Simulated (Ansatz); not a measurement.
# Pt (Fm-3m) in Ansatz: further runs

One crystal, Pt, is run at these levels: PBE; tasks: band structure.

Program: Ansatz 0.2.0. These are calculated values, not measurements. Logs are shortened: lines on timing, memory, paths and dates and some standing lists are left out, and cuts for length are marked.

## Step 1: The crystal as given

It takes space group Fm-3m (No. 225, cubic). The conventional cell has a = 3.922 Å, b = 3.922 Å, c = 3.922 Å, α = 90.00°, β = 90.00°, γ = 90.00°. Pt (site symmetry m-3m) is surrounded by 12 Pt at 2.77 Å.

## Step 2: Band structure, PBE

input.yaml reads:

```yaml
crystal:
  lattice:
    - [0.0, 1.9609, 1.9609]
    - [1.9609, 0.0, 1.9609]
    - [1.9609, 1.9609, 0.0]
  atoms:
    - { symbol: Pt, position: [0.0, 0.0, 0.0] }
kpoints:
  mp_grid: { grid: [9, 9, 9] }
  band_path:
    path:
      - [0.0, 0.0, 0.0]
      - [0.5, 0.0, 0.5]
      - [0.5, 0.25, 0.75]
      - [0.375, 0.375, 0.75]
      - [0.0, 0.0, 0.0]
      - [0.5, 0.5, 0.5]
      - [0.625, 0.25, 0.625]
      - [0.5, 0.25, 0.75]
    npoints: 12
scf:
  occupations: { method: fermi_dirac, width: 0.05 }
hamiltonian:
  xc: pbe
  pseudopotentials: { kind: all_electron, lapw: { basis_error: 0.001 } }
output:
  forces: true
  stress: true
  eigenvalues: true
```

Potentials or basis: all-electron LAPW, scalar-relativistic.

Launch:

```
$ ansatz run input.yaml --threads 1 --pin off --max-ram 3072MiB --backend cpu --events-out ev --progress --plain --runs-dir out
```

Output:

```text
Warning: RAYON_NUM_THREADS=1 ignored (pool sized by the plan → 1); use --threads N
LAPW: plane waves up to 8.422 Å⁻¹, error target 1.0e-3 eV per atom; small_component_spin mean_spin; Pt in spheres of 1.387 Å, 42 of its electrons in bands, Dirac shells [] (how accurate: hamiltonian.pseudopotentials.lapw.basis_error, Limitations)
Engine: ansatz 0.2.0, aarch64-unknown-linux-gnu
Pseudopotentials: kind: all_electron
Pseudopotential: Pt, LAPW, valence charge 42, lapw/all_electron/scalar/gaussian/Pt, Koelling and Harmon's equation, gaussian nucleus
Functional definition: PBE
  parameter kappa = 0.804
  parameter beta = 0.06672455060314922
  exchange = pbe_x(kappa = kappa, mu = beta*pi^2/3)
  correlation = pbe_c(beta = beta)
Crystal: 1 atoms, lattice volume = 15.080 Å³
Basis set: ecut = 270.26633449681515 eV, 169 PW (Γ), exchange–correlation at level 2
Bands: 26, of which v1, the nominal top of the filled ones, is band 21 counted from 1 (20 counted from 0)
Symmetry: 48 space group operations
Space group: Fm-3m (ITA 225), of the structure as read, at distance tolerance 2.5e-5 Å
k-points: 35 of 729
Non-local potential: Pt, projectors of the file, none
Initial density: superposition of atomic densities (chi_scale 0.1, normalization cell)
Initial wavefunctions: plane waves of lowest kinetic energy (no species holds an atomic orbital)
Functional: x = pbe(κ = 0.804, μ = 0.2195149727645171), c = pbe(β = 0.06672455060314922)
iter 1 solved again at ethr=1.65e-4 eV; its pass at ethr=1.00e-1 eV (dr2=6.92e-2 eV) is discarded
SCF iter   1: F=—  HF=-500957.667368 eV  |F-HF|=—  |Δ(HF+E_count)|=         —  Δρ=2.99e-2  dr2=6.95e-2  ethr=1.65e-4  ⟨swp⟩=2.9  Hψ=5757  notcnv=0
preconditioner: auto → Kerker (q_TF=auto, 3.236 Å⁻¹)  [metal: Δε(μ)=0.092 eV  Ē_g=15.869 eV  σ=0.050 eV  W_gap=0.38  n_scr=14 (ndim 8)  ℏωp=30.2 eV  f_vac=0.005  D(μ)=1.21/eV (n_scr^D=14)]
SCF iter   2: F=—  HF=-500957.360554 eV  |F-HF|=—  |Δ(HF+E_count)|=   3.07e-1  Δρ=8.09e-3  dr2=7.14e-3  ethr=1.65e-4  ⟨swp⟩=2.4  Hψ=2813  notcnv=0
SCF iter   3: F=—  HF=-500957.343955 eV  |F-HF|=—  |Δ(HF+E_count)|=         —  Δρ=7.48e-3  dr2=6.41e-3  ethr=1.70e-5  ⟨swp⟩=2.0  Hψ=2639  notcnv=0
the basis was enlarged: its passes take 664.9 KiB over the memory plan, 1 of 1 planned eigensolver slots
SCF iter   4: F=—  HF=-500957.342669 eV  |F-HF|=—  |Δ(HF+E_count)|=   1.29e-3  Δρ=4.74e-3  dr2=2.96e-3  ethr=1.53e-5  ⟨swp⟩=2.0  Hψ=2639  notcnv=0
SCF iter   5: F=—  HF=-500957.342292 eV  |F-HF|=—  |Δ(HF+E_count)|=   3.77e-4  Δρ=2.13e-3  dr2=7.24e-4  ethr=7.05e-6  ⟨swp⟩=2.0  Hψ=2621  notcnv=0
iter 6 solved again at ethr=4.77e-8 eV; its pass at ethr=1.72e-6 eV (dr2=2.00e-5 eV) is discarded
SCF iter   6: F=—  HF=-500957.342365 eV  |F-HF|=—  |Δ(HF+E_count)|=   7.29e-5  Δρ=3.52e-4  dr2=2.00e-5  ethr=4.77e-8  ⟨swp⟩=2.0  Hψ=4508  notcnv=0
SCF iter   7: F=—  HF=-500957.342363 eV  |F-HF|=—  |Δ(HF+E_count)|=   2.08e-6  Δρ=7.37e-5  dr2=6.02e-7  ethr=4.76e-8  ⟨swp⟩=2.0  Hψ=2639  notcnv=0
SCF iter   8: F=-500957.342363 eV  HF=-500957.342363 eV  |F-HF|=3.38e-9  |Δ(HF+E_count)|=   1.33e-8  Δρ=1.46e-5  dr2=2.69e-8  ethr=1.43e-9  ⟨swp⟩=2.0  Hψ=2639  notcnv=0
SCF 1 converged in 8 iterations: F = -500957.342363 eV  dr2 = 2.69e-8
NSCF: frozen V_eff on 85 k-points
SCF converged after 8 iterations
Free energy (F): -500957.342363 eV
Harris-Foulkes:  -500957.342363 eV  (|F-HF|=3.38e-9)
Internal energy: -500957.330724 eV  (E = F + TS)
E sigma→0 (E₀):  -500957.336544 eV
Entropy (-TS):   -0.011639 eV (-11.639 meV/atom)
Fermi energy:    28.910900 eV
--- Per-component energies (eV) ---
  E_band       = -3306.443874
  E_kinetic    = 568891.044611
  E_xc         = -9694.355269
  E_electrostatic = -1060154.020066  (all electrons and nuclei)
  E_smearing   = -0.011639  (= −TS)
  E_closure    = 0.000000  (closes the sum)
  E_atoms      = -500951.217831  (free atoms, spherical and without spin; not in F)
  Σ components = -500957.342363   (vs F -500957.342363, Δ=0.00e0)
  Basis errors (estimates in eV, not in F): energy 2.0e-4 per atom: plane waves 1.7e-4 (1.2e-4 summed), levels above the bands 4.5e-184, relativity 7.4e-8, radial functions 3.2e-5, core shells 1.0e-7; eigenvalues (radial functions only) 3.8e-6; not estimated: angular momenta, meshes, grids; target (lapw.basis_error) 1.0e-3; muffin-tin radii Pt 1.387 Å
--- Forces (eV/Å), atoms counted from 1 ---
  atom   1  Pt     0.00000000     0.00000000     0.00000000
  max |Σ_I F_I| component: 1.23e-31 eV/Å
--- Stress (GPa, compression-positive) ---
        9.645557      -0.000000       0.000000
       -0.000000       9.645557      -0.000000
        0.000000      -0.000000       9.645557
  P = ⅓ Tr σ = 9.6456 GPa (96.456 kbar)
--- Band table (eV; the first three rows and the last of 35) ---
  k-point 0: bands = ["-274.3743", "-274.3743", "-274.3743", "-274.3362", "-274.3362", "-69.6116", "-38.1289", "-38.0979", "-38.0979", "-38.0979", "-38.0796", "-38.0796", "-38.0796", "-23.6034", "-23.6034", "-23.6034", "18.6569", "25.0931", "25.0931", "25.0931", "27.2560", "27.2560", "43.4900", "48.4422", "48.4422", "48.4422"]
  k-point 1: bands = ["-274.3743", "-274.3743", "-274.3743", "-274.3362", "-274.3362", "-69.6077", "-38.1287", "-38.0984", "-38.0984", "-38.0979", "-38.0796", "-38.0794", "-38.0794", "-23.6602", "-23.6115", "-23.6115", "19.1456", "24.8922", "25.2741", "25.2741", "27.1671", "27.1671", "44.2119", "46.3850", "49.1845", "49.1845"]
  k-point 2: bands = ["-274.3743", "-274.3743", "-274.3743", "-274.3362", "-274.3362", "-69.5978", "-38.1281", "-38.0994", "-38.0994", "-38.0979", "-38.0797", "-38.0790", "-38.0790", "-23.8024", "-23.6321", "-23.6321", "20.3791", "24.6749", "25.4848", "25.4848", "27.2896", "27.2896", "43.0911", "45.2869", "51.0669", "51.0669"]
  k-point 34: bands = ["-274.3743", "-274.3743", "-274.3743", "-274.3362", "-274.3362", "-69.5680", "-38.1263", "-38.1015", "-38.1011", "-38.1003", "-38.0786", "-38.0784", "-38.0781", "-23.9475", "-23.8889", "-23.7732", "23.2492", "23.9234", "24.6062", "27.0453", "29.1634", "34.5851", "37.5228", "38.1971", "41.5947", "52.5226"]
```

It took 7.3 s on 1 thread of Arm Neoverse V2, shared host; peak memory 0.25 GiB.

Results:

```yaml
Free_energy: -500957.3424 eV
Pressure: 9.6 GPa
Band_gap_along_the_path: none (metal or under the smearing width)
```

Levels at the corners of the path, in eV from the Fermi level:
```tsv
point	band 19	band 20	band 21	band 22	band 23	band 24
Γ	-3.82	-3.82	-1.65	-1.65	14.58	19.53
X	-0.01	0.48	0.48	1.75	8.87	11.37
W	-4.59	-2.03	0.48	7.11	8.26	8.26
K	-2.89	-1.34	-0.19	5.72	6.71	10.10
Γ	-3.82	-3.82	-1.65	-1.65	14.58	19.53
L	-3.88	-0.51	0.03	0.03	5.83	14.15
U	-2.89	-1.34	-0.19	5.72	6.71	10.10
W	-4.59	-2.03	0.48	7.11	8.26	8.26
```

Caveat: the k mesh is thin for a metal, which can move the energy by tens of meV per atom; spin-orbit coupling is left out, which moves the levels of the heavy elements.

## Step 3: Band structure, PBE, spin-orbit coupling, no magnetisation

Edit input.yaml of step 2 so:

```diff
@@ -25,2 +25,5 @@
   pseudopotentials: { kind: all_electron, lapw: { basis_error: 0.001 } }
+magnetization:
+  noncollinear: true
+  spin_orbit: true
 output:
```

Potentials or basis: all-electron LAPW, relativistic spinors.

Launch:

```
$ ansatz run input.yaml --threads 1 --pin off --max-ram 3072MiB --backend cpu --events-out ev --progress --plain --runs-dir out
```

Run time: 62 s. Hardware: 1 thread of Arm Neoverse V2, shared host; peak memory 0.47 GiB.

The run converged. Its results:

```yaml
Free_energy: -501863.8404 eV
Pressure: 9.9 GPa
Band_gap_along_the_path: none (metal or under the smearing width)
```

Levels at the corners of the path, in eV from the Fermi level:
| point | band 38 | band 39 | band 40 | band 41 | band 42 | band 43 | band 44 | band 45 | band 46 | band 47 |
| --- | --- | --- | --- | --- | --- | --- | --- | --- | --- | --- |
| Γ | -4.29 | -3.31 | -3.31 | -1.49 | -1.49 | -1.49 | -1.49 | 14.55 | 14.55 | 18.94 |
| X | -0.22 | 0.11 | 0.11 | 1.08 | 1.08 | 1.48 | 1.48 | 8.90 | 8.90 | 10.60 |
| W | -4.59 | -1.94 | -1.94 | 0.51 | 0.51 | 7.08 | 7.08 | 7.45 | 7.45 | 8.83 |
| K | -3.03 | -1.37 | -1.37 | -0.07 | -0.07 | 5.61 | 5.61 | 6.64 | 6.64 | 10.04 |
| Γ | -4.29 | -3.31 | -3.31 | -1.49 | -1.49 | -1.49 | -1.49 | 14.55 | 14.55 | 18.94 |
| L | -3.46 | -0.67 | -0.67 | -0.28 | -0.28 | 0.37 | 0.37 | 5.89 | 5.89 | 14.10 |
| U | -3.03 | -1.37 | -1.37 | -0.07 | -0.07 | 5.61 | 5.61 | 6.64 | 6.64 | 10.04 |
| W | -4.59 | -1.94 | -1.94 | 0.51 | 0.51 | 7.08 | 7.08 | 7.45 | 7.45 | 8.83 |

Caveat: the k mesh is thin for a metal, which can move the energy by tens of meV per atom.
